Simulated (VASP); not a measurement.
NaI, 2 atoms in the cell. The structure is cubic, space group Fm-3m (No. 225). The conventional cell has a = 6.409 Å, b = 6.409 Å, c = 6.409 Å, α = 90.00°, β = 90.00°, γ = 90.00°. Na (site symmetry m-3m) has 6 I at 3.20 Å as nearest neighbours. I (site symmetry m-3m) has 6 Na at 3.20 Å as nearest neighbours. 

- Program: VASP 6.6.1
- Task: band structure
- Functional: PBE-EpsX
- Potentials or basis: VASP PAW PBE potentials, release 64 (Na_pv, I)
- Cutoff: 520 eV
- k mesh: 6 × 6 × 6
- Occupations: gaussian, width 0.03 eV
- Spin: no spin polarisation
- Grid for exact exchange (PRECFOCK): Fast
- Exchange at q = 0: truncated
- Share of exact exchange: 0.2924
- Further INCAR settings: ALGO = Normal; EDIFF = 1e-06; NBANDS = 14

Potentials or basis: VASP PAW PBE potentials, release 64 (Na_pv, I).

Run with:

```bash
$ cat potpaw_PBE.64/Na_pv/POTCAR potpaw_PBE.64/I/POTCAR > POTCAR
$ cp INCAR.step1 INCAR
$ cp KPOINTS.step1 KPOINTS
$ mpirun -np 4 vasp_std > vasp.out
$ cp INCAR.step2 INCAR
$ cp KPOINTS.step2 KPOINTS
$ mpirun -np 4 vasp_std > vasp.out
$ cp INCAR.step3 INCAR
$ cp KPOINTS.step3 KPOINTS
$ mpirun -np 4 vasp_std > vasp.out
```

Hardware: 4 MPI ranks on AMD EPYC 9R45 (Zen 5) (shared host).

Task: How long does it take, and how much memory?

Result: It took 6.4 min on 4 MPI ranks on AMD EPYC 9R45 (Zen 5) (shared host), peak memory 0.3 GiB a rank. Counts: scf iterations 18, k points 16.
